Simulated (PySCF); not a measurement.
Computed and published core binding energies of `CC(=O)O`

Measured values to reproduce (core binding energies): C 1s of C1 291.55 eV [1]; C 1s of C1 291.55 eV [2]; C 1s of C2 295.35 eV [2]; C 1s of C2 295.38 eV [1]; O 1s of O3 538.31 eV [2]; O 1s of O4 540.10 eV [2]. Sources and the comparison follow the method.

Compound: C2H4O2.
Geometry (PBE0-D3(BJ)/def2-SVP, Å), atoms numbered from 1 in this order:
```
atom  x, y, z in Å
C1    -0.921   -0.034   -0.272
C2     0.467    0.297    0.187
O3     0.846    1.377    0.553
O4     1.272   -0.778    0.164
H5    -1.416   -0.653    0.492
H6    -1.490    0.891   -0.416
H7    -0.891   -0.622   -1.200
H8     2.133   -0.478    0.493
```

Method: delta-SCF UKS SCAN, pcX-2 on the ionised atom, pcseg-1 elsewhere, spin-free X2C (PySCF). Vertical ΔSCF values, vacuum level as zero.

```tsv
atom	environment	level	this calculation (eV)	reference (eV)	difference (eV)	source
C1	methyl carbon next to a carbonyl	C 1s	291.59	291.55	+0.04	[1]
C1	methyl carbon next to a carbonyl	C 1s	291.59	291.55	+0.04	[2]
C2	carboxylic acid carbon	C 1s	295.17	295.35	-0.18	[2]
C2	carboxylic acid carbon	C 1s	295.17	295.38	-0.21	[1]
O3	acid carbonyl oxygen	O 1s	538.06	538.31	-0.25	[2]
O4	acid hydroxyl oxygen	O 1s	540.21	540.10	+0.11	[2]
```

[1] measured, gas; Chong, Molecules 2021, 26, 1947 (electron spectra of vapor-phase indole and four azaindoles)
[2] measured, gas; CORE65 (Golze, Keller, Rinke, J. Phys. Chem. Lett. 2020, 11, 1840), as tabulated in Jana, Herbert, J. Chem. Phys. 2023, 158, 094111, SI

Problem. How well does this level of theory reproduce the measurements here?

Solution. Over the 5 different measured values (4 distinct lines) the mean signed difference is -0.10 eV, the mean unsigned one 0.16 eV and the largest 0.25 eV. The calculation is vertical and has no vibrational structure, and measured positions depend on the energy calibration.

Lowest listed C 1s: C1, bonded to C and 3 H. Highest, 3.58 eV above it: C2, bonded to O (double bond), O and C. Summing the Pauling electronegativity differences to the bonded atoms, each weighted by its formal bond order, gives -1.05 for the lowest site and +2.67 for the highest.

The listed O 1s values span 2.15 eV, from O3 (bonded to C (double bond)) to O4 (bonded to C and H). Summing the Pauling electronegativity differences to the bonded atoms, each weighted by its formal bond order, gives -1.78 for the lowest site and -2.13 for the highest; the largest sum, -1.78, belongs to O3, 2.15 eV below the top. The smallest sum, -2.13, belongs to O4, 2.15 eV above the lowest.

The structure is a single PBE0-D3(BJ)/def2-SVP conformer in the gas phase; no vibrational or solvent corrections.
